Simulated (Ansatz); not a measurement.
Pb:

```
CELL_PARAMETERS angstrom
0.00000 2.47502 2.47502
2.47502 0.00000 2.47502
2.47502 2.47502 0.00000
ATOMIC_POSITIONS crystal
Pb 0.00000 0.00000 0.00000
```

```yaml
Program: Ansatz 0.2.0
Task: relaxation of cell and atoms
Functional: PBE
Potentials_or_basis: Ansatz PAW
Cutoff: "420 eV (not typed: the program's choice for these potentials)"
k_mesh: 9 × 9 × 9
Occupations: fermi-dirac, width 0.05 eV
Spin: no spin polarisation
```

At the start: volume 30.32 Å³/atom.

Problem. Where does the relaxation end?

Solution. It ends after 4 steps and the volume is 31.88 Å³/atom (+5.1 %); space group Fm-3m (No. 225, to 0.05 Å).

The path:
| step | energy change (eV) | largest force (eV/Å) | volume (Å³) |
| --- | --- | --- | --- |
| 1 | 0.0000 | 0.0000 | 30.32 |
| 2 | -0.0102 | 0.0000 | 31.91 |
| 3 | -0.0102 | 0.0000 | 31.88 |
| 4 | -0.0104 | 0.0000 | 31.88 |

Final structure:
```
Pb
1.0
     0.00000    2.51663    2.51663
     2.51663    0.00000    2.51663
     2.51663    2.51663    0.00000
Pb
1
Direct
  0.00000 0.00000 0.00000
```

The cell as given is a measured one (30.32 Å³/atom); PBE puts the equilibrium volume +5.1 % from it, thermal expansion not counted.

Caveat: the plane-wave basis is chosen anew once the cell has moved, so the energies of steps on either side of that aren't comparable.
